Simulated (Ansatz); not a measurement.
InP: levels with and without spin–orbit coupling

```
In P
1.0
     0.00000    2.93050    2.93050
     2.93050    0.00000    2.93050
     2.93050    2.93050    0.00000
In P
1 1
Cartesian
  0.0000 0.0000 0.0000
  4.3957 4.3957 4.3957
```

Atom numbers follow the list: In1, P2.

The cell is COD entry 1010146, as deposited and not checked against the literature; nothing was relaxed. It is an old determination, and later ones may differ.

Levels of theory: DFT, PBE, all-electron LAPW, scalar-relativistic (Ansatz 0.2.0); DFT, PBE, all-electron LAPW, Dirac equation with spin-orbit coupling (Ansatz 0.2.0).

Numerical set-up: a Γ-centred 11×11×11 k mesh, Fermi–Dirac smearing of 0.03 eV, basis error target 0.25 meV/atom, no spin polarisation.

Levels between -4 and 3 eV, each run counted from its own valence-band top. Scalar levels are listed once for both spins; with the coupling every spinor state is counted. Levels near the edges of the range can cross them.

**Question.** At Γ (0.000, 0.000, 0.000) the scalar-relativistic levels are 0.00 (×3), 0.71. What are they with spin–orbit coupling?

**Answer.** -0.10 (×2), 0.00 (×4), 0.69 (×2).

**Question.** At X (-0.500, -0.500, 0.000) the scalar-relativistic levels are -2.32 (×2), 1.77, 2.27. What are they with spin–orbit coupling?

**Answer.** -2.40 (×2), -2.30 (×2), 1.74 (×2), 2.24 (×2).

**Question.** At K (-0.375, 0.000, 0.375) the scalar-relativistic levels are -3.30, -1.94, 2.37. What are they with spin–orbit coupling?

**Answer.** -3.38, -3.29, -1.97, -1.96, 2.33, 2.34.

**Question.** Without the coupling the gap is 0.71 eV, direct at Γ. And with it?

**Answer.** 0.69 eV, direct at Γ.
